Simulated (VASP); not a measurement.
# As (Cmce) in VASP: a series of runs

Runs on As. Level: PBE. Tasks: single point.

Everything below comes from runs of VASP 6.6.1. Logs are shortened: lines on timing, memory, paths and dates and some standing lists are left out, and cuts for length are marked.

## (1) The structure

It takes space group Cmce (No. 64, orthorhombic). Conventional cell: a = 3.650 Å, b = 11.000 Å, c = 4.470 Å, α = 90.00°, β = 90.00°, γ = 90.00°. As (site symmetry m) is surrounded by 3 As at 2.48 to 2.49 Å.

This isn't the form of As at room conditions, which is rhombohedral.

## (2) Single point, PBE (As replaced by Bi, lengths x 1.146, strained and moved within the space group)

Input file INCAR:

```
PREC = Accurate ; ENCUT = 520
EDIFF = 1E-6 ; ISMEAR = 0
SIGMA = 0.1 ; LREAL = F
LASPH = T ; NELM = 100
ALGO = Fast ; ISIF = 2
LWAVE = F ; LCHARG = F
GGA = PE ; NBANDS = 38
```

Input file KPOINTS:

```
regular mesh
0
Gamma
  4 4 4
```

Input file POSCAR:

```
Bi
1.0
    2.1264269992     -6.6318940840      0.0000000000
    2.1264269992      6.6318940840      0.0000000000
    0.0000000000      0.0000000000      4.8380073620
Bi
4
Direct
    0.0876067592      0.9123932408      0.9304464192
    0.5876067592      0.4123932408      0.5695535808
    0.9123932408      0.0876067592      0.0695535808
    0.4123932408      0.5876067592      0.4304464192
```

Potentials or basis: VASP PAW PBE potentials, release 64 (Bi_d).

Started as:

```bash
$ cat potpaw_PBE.64/Bi_d/POTCAR > POTCAR
$ mpirun -np 1 vasp_std > vasp.out
```

OUTCAR:

```text
PREC = Accurate
   ENCUT = 520
   EDIFF = 1E-6
   ISMEAR = 0
   LREAL = F
   LASPH = T
   NELM = 100
   ISIF = 2
   GGA = PE

 ion  position               nearest neighbor table
   1  0.088  0.912  0.930-   3 2.42   2 2.75   2 2.75   2 3.75   2 3.75
   2  0.588  0.412  0.570-   4 2.42   1 2.75   1 2.75   1 3.75   1 3.75
   3  0.912  0.088  0.070-   1 2.42   4 2.75   4 2.75   4 3.75   4 3.75
   4  0.412  0.588  0.430-   2 2.42   3 2.75   3 2.75   3 3.75   3 3.75

  LATTYP: Found a base centered orthorhombic cell.
 ALAT       =     4.2528539984
 B/A-ratio  =     3.1187969709
 C/A-ratio  =     1.1375907482

  Lattice vectors:

 A1 = (   2.1264269992,  -6.6318940840,   0.0000000000)
 A2 = (   2.1264269992,   6.6318940840,   0.0000000000)
 A3 = (   0.0000000000,   0.0000000000,   4.8380073620)

Analysis of symmetry for initial positions (statically):
=====================================================================
 Subroutine PRICEL returns:
 Original cell was already a primitive cell.

 Routine SETGRP: Setting up the symmetry group for a
 base centered orthorhombic supercell.

 Subroutine GETGRP returns: Found  8 space group operations
 (whereof  4 operations were pure point group operations)
 out of a pool of  8 trial point group operations.

The static configuration has the point symmetry C_2h.
 The point group associated with its full space group is D_2h.

Analysis of symmetry for dynamics (positions and initial velocities):
=====================================================================
 Subroutine PRICEL returns:
 Original cell was already a primitive cell.

 Routine SETGRP: Setting up the symmetry group for a
 base centered orthorhombic supercell.

 Subroutine GETGRP returns: Found  8 space group operations
 (whereof  4 operations were pure point group operations)
 out of a pool of  8 trial point group operations.

The dynamic configuration has the point symmetry C_2h.
 The point group associated with its full space group is D_2h.

 Subroutine INISYM returns: Found  8 space group operations
 (whereof  4 operations are pure point group operations),
 and found     1 'primitive' translations

----------------------------------------------------------------------------------------

                                     Primitive cell
[... 89 lines left out ...]
   ENCUT  =  520.0 eV  38.22 Ry    6.18 a.u.  12.95 12.95  9.00*2*pi/ulx,y,z
   NELM   =    100;   NELMIN=  2; NELMDL= -5     # of ELM steps
   EDIFF  = 0.1E-05   stopping-criterion for ELM
   LREAL  =      F    real-space projection
   EDIFFG = 0.1E-04   stopping-criterion for IOM
   NSW    =      0    number of steps for IOM
   IBRION =     -1    ionic relax: 0-MD 1-quasi-New 2-CG
   NFREE  =      0    steps in history (QN), initial steepest desc. (CG)
   ISIF   =      2    stress and relaxation
   ISYM   =      2    0-nonsym 1-usesym 2-fastsym
   POTIM  = 0.5000    time-step for ionic-motion
   TEBEG  =    0.0;   TEEND  =   0.0 temperature during run
   PSTRESS=    0.0 pullay stress
   NELECT =      60.0000    total number of electrons
   NUPDOWN=      -1.0000    fix difference up-down
   EMIN   =  10.00;   EMAX   =-10.00  energy-range for DOS
   EFERMI =   0.00;   METHOD = LEGACY
   ISMEAR =     0;   SIGMA  =   0.10  broadening in eV -4-tet -1-fermi 0-gaus
   EFERMI_NEDOS =   21; number of points for ismear=-14 and -15
   IALGO  =     68    algorithm
   IMIX   =      4    mixing-type and parameters
     AMIX     =   0.40;   BMIX     =  1.00
     AMIX_MAG =   1.60;   BMIX_MAG =  1.00
  volume/ion in A,a.u.               =      34.11       230.21
  Fermi-wavevector in a.u.,A,eV,Ry     =   1.244888  2.352498 21.085587  1.549747
  Thomas-Fermi vector in A             =   2.379135
   LORBIT       =      0    0 simple, 1 ext, 2 COOP (PROOUT), +10 PAW based schemes
   GGA     = PE    functional components
   LHFCALC =     F    Hartree Fock is set to
   AEXX    =    0.0000 exact exchange contribution
   IVDW    =     0    specifies the selected vdW correction
   LEPSILON=     F    determine dielectric tensor
   LRPA    =     F    only Hartree local field effects (RPA)
 non-spin polarized calculation
 RMM-DIIS sequential band-by-band and
 Gauss-broadening in eV      SIGMA  =   0.10
  energy-cutoff  :      520.00
  volume of cell :      136.45
 maximum number of plane-waves:      3690
 NGX is ok and might be reduce to    54
   NGX = 25   NGY = 25   NGZ = 17

 number of electron      60.0000004 magnetization

 Free energy of the ion-electron system (eV)
  ---------------------------------------------------
  ext. energy  EPLUGINS =         0.00000000
  ---------------------------------------------------
  free energy    TOTEN  =        -9.54791563 eV

  energy without entropy =       -9.54105025  energy(sigma->0) =       -9.54448294

 E-fermi :   7.0215     XC(G=0):  -9.2990

 val. band max:        7.0118395404   @ k =  -0.2500   0.2500   0.0000
 cond. band min:       7.0218634350   @ k =   0.5000   0.5000   0.2500
 fundamental gap:      0.0100238946
 Fermi energy:         7.0214626833

 k-point     1 :       0.0000    0.0000    0.0000
  band No.  band energies     occupation
      1     -17.4845      2.00000
      2     -17.2777      2.00000
      3     -16.9322      2.00000
      4     -16.8577      2.00000
      5     -16.7694      2.00000
      6     -16.6546      2.00000
[... 850 lines left out ...]
     37      12.9500      0.00000
     38      12.9500      0.00000

------------------------ aborting loop because EDIFF is reached ----------------------------------------

  FORCE on cell =-STRESS in cart. coord.  units (eV):
  Direction    XX          YY          ZZ          XY          YZ          ZX
  --------------------------------------------------------------------------------------
  -------------------------------------------------------------------------------------
  Total       17.9295936     43.0242642     16.1859578      0.0000000     -0.0000000      0.0000000
  in kB      210.5214962    505.1722129    190.0484819      0.0000000     -0.0000000      0.0000000
  external PRESSURE =     301.9140637 kB  Pullay stress =       0.0000000 kB

 VOLUME and BASIS-vectors are now :
 -----------------------------------------------------------------------------
  energy-cutoff  :      520.00
  volume of cell :      136.45
      direct lattice vectors                 reciprocal lattice vectors
     2.126426999 -6.631894084  0.000000000     0.235136217 -0.075393243  0.000000000
     2.126426999  6.631894084  0.000000000     0.235136217  0.075393243  0.000000000
     0.000000000  0.000000000  4.838007362     0.000000000  0.000000000  0.206696668

 POSITION                                       TOTAL-FORCE (eV/Angst)
 -----------------------------------------------------------------------------------
      2.12643      5.46990      4.50151         0.000000     -9.367198      0.781753
      2.12643     -1.16200      2.75550         0.000000     -9.367198     -0.781753
      2.12643     -5.46990      0.33650         0.000000      9.367198     -0.781753
      2.12643      1.16200      2.08250         0.000000      9.367198      0.781753
 -----------------------------------------------------------------------------------
    total drift:                               -0.000000     -0.000000      0.000000

  FREE ENERGIE OF THE ION-ELECTRON SYSTEM (eV)
  ---------------------------------------------------
  free  energy   TOTEN  =        -9.5479156252 eV

  energy  without entropy=       -9.5410502525  energy(sigma->0) =       -9.54448294
```

Run time: 87 s. Hardware: 1 thread of Intel Xeon 6975P-C (Granite Rapids), shared host; peak memory 0.34 GiB.

What came out:

| Quantity | Value |
| --- | --- |
| Free energy | -9.5479 eV |
| Pressure | 30.2 GPa |
| Largest force | 9.400 eV/Å |
| Band gap on the k mesh | none (metal or under the smearing width) |

Forces in eV/Å, atoms in the order of the input:
```
Bi   0.000 -9.367  0.782
Bi   0.000 -9.367 -0.782
Bi   0.000  9.367 -0.782
Bi   0.000  9.367  0.782
```

Levels at points of the mesh, in eV from the Fermi level:
```
           k point  band 28  band 29  band 30  band 31  band 32  band 33
(0.00, 0.00, 0.00)    -1.59    -1.44    -0.13     0.76     1.43     2.33
(0.50, 0.00, 0.00)    -2.70    -2.14    -2.14     1.13     1.13     1.65
(0.50, 0.50, 0.00)    -1.43    -1.16     0.09     0.66     0.86     1.28
(0.00, 0.00, 0.50)    -2.66    -1.88    -1.88     1.02     1.02     2.21
(0.50, 0.00, 0.50)    -4.04    -1.55    -1.55     2.68     2.68     4.18
(0.50, 0.50, 0.50)    -2.20    -2.03    -2.03     1.36     1.36     2.39
```

Caveat: the k mesh is coarse (spacing up to 0.39 Å⁻¹), so the values aren't converged; so large a pressure means that the cell lies far from this level's equilibrium, or that cutoff or potentials fall short; spin-orbit coupling is left out, which moves the levels of the heavy elements; forces of over 1 eV/Å show positions far from the minimum, so gaps and moduli don't describe the material at rest.

(Part 1 of 2 ends here.)
